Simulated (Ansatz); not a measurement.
**Ni₃Ge films: biaxial stress and wafer bow**

Plane-wave DFT in Ansatz, r2SCAN, scalar-relativistic PAW potentials, cutoff 500 eV, no spin-orbit coupling; no spin polarisation. Ni₃Ge in space group Pm-3m, which needn't be the usual phase of this composition, strained equally along a and b of the conventional cell, with c and the atoms relaxed within the symmetry (a film with c along the normal). Stress is the in-plane mean, tension positive.

| strain (%) | stress (GPa) | E − E(0) (meV/atom) |
| --- | --- | --- |
| -4.5 | -18.41 | 51.0 |
| -3.0 | ? | 21.0 |
| -1.5 | -4.98 | 4.8 |
| +0.0 | 0.00 | 0.0 |
| +1.5 | 4.10 | 4.3 |
| +3.0 | 7.44 | 16.2 |
| +4.5 | 9.91 | 34.1 |

**Question.** Fit the stress, get the biaxial modulus and predict the missing row.

**Answer.** A parabola through the given rows is σ = 0.01 + 3.130 ε -0.2109 ε² GPa (ε in %), so M = dσ/dε = 313 GPa at zero. It predicts -11.28 GPa at -3.0 %; the run gave -11.06 GPa. The miss is 0.22 GPa, so the fit holds. The negative square term means that the film is stiffer in compression than in tension. The energies check it: E/V = Mε² at small strain, and a cubic fit with V = 11.02 Å³/atom gives M = 306 GPa, in agreement.

**Question.** How much does a 20 nm film at -0.3 % strain bow a 300 mm Si(001) wafer 775 μm thick?

**Answer.** The fit, without its small constant, gives σ = -0.96 GPa. Stoney's formula, κ = 6σt_f/(M_s t_s²) with M_s = 180.5 GPa for Si(001) (literature), gives |κ| = 1.06×10⁻³ m⁻¹ and a bow κr²/2 = 12.0 μm at r = 150 mm, with the film side convex (compression pushes the centre up). This assumes a single-crystal or fully textured, unrelaxed film at 0 K.

The cell has no gap in any row, so the stresses hang on mesh and smearing.

Cost: about 20 core-minutes for the runs cited, on Intel Xeon 6975P-C (Granite Rapids) (shared hosts).